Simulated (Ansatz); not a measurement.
KI under changes of volume

One of the cells (39.510 Å³/atom); the others are scaled copies at fixed shape and fractional positions:

```
I K
1.0
     4.29120    0.00000    0.00000
     0.00000    4.29120    0.00000
     0.00000    0.00000    4.29120
I K
1 1
Direct
  0.50000 0.50000 0.50000
  0.00000 0.00000 0.00000
```

Measurements of this composition are mostly on another form, of space group No. 225.

```yaml
Program: Ansatz 0.2.0
Functional: PBE
Potentials_or_basis: Ansatz PAW
Cutoff: "420 eV (not typed: the program's choice for these potentials)"
k_mesh: 6 × 6 × 6
Occupations: fermi-dirac, width 0.05 eV
Spin: no spin polarisation
```

| volume (Å³/atom) | energy over the lowest point (meV/atom) | pressure (GPa) | gap on the mesh (eV) |
| --- | --- | --- | --- |
| 37.139 | 16.44 | 1.5 | 3.50 |
| 37.929 | 9.88 | 1.1 | 3.44 |
| 38.720 | 5.13 | 0.8 | 3.39 |
| 39.510 | ? | ? | ? |
| 40.300 | 0.36 | 0.2 | 3.28 |
| 41.090 | 0.00 | 0.0 | 3.24 |
| 41.880 | 0.80 | -0.3 | 3.19 |

What does the run at 39.510 Å³/atom give?

Energy over the lowest point 2.02 meV/atom; pressure 0.5 GPa; gap on the mesh 3.33 eV.

Worked out: A Birch-Murnaghan fit of order 3 (a polynomial in V^(-2/3)) to the other rows has its minimum at 40.93 Å³/atom with B0 = V·E''(V) = 12.5 GPa and B' = 4.8. It gives 2.02 meV/atom at 39.510 Å³/atom, against the run's 2.02, and -dE/dV = 0.5 GPa, against 0.5. A straight line through the other rows of the gap, of slope -2.57 eV per unit of ln V, gives 3.34 eV, against the run's 3.33.

Energies are extrapolated to zero smearing.

Caveats: spin-orbit coupling is left out, which moves the levels of the heavy elements.

A mesh can miss the band edges.
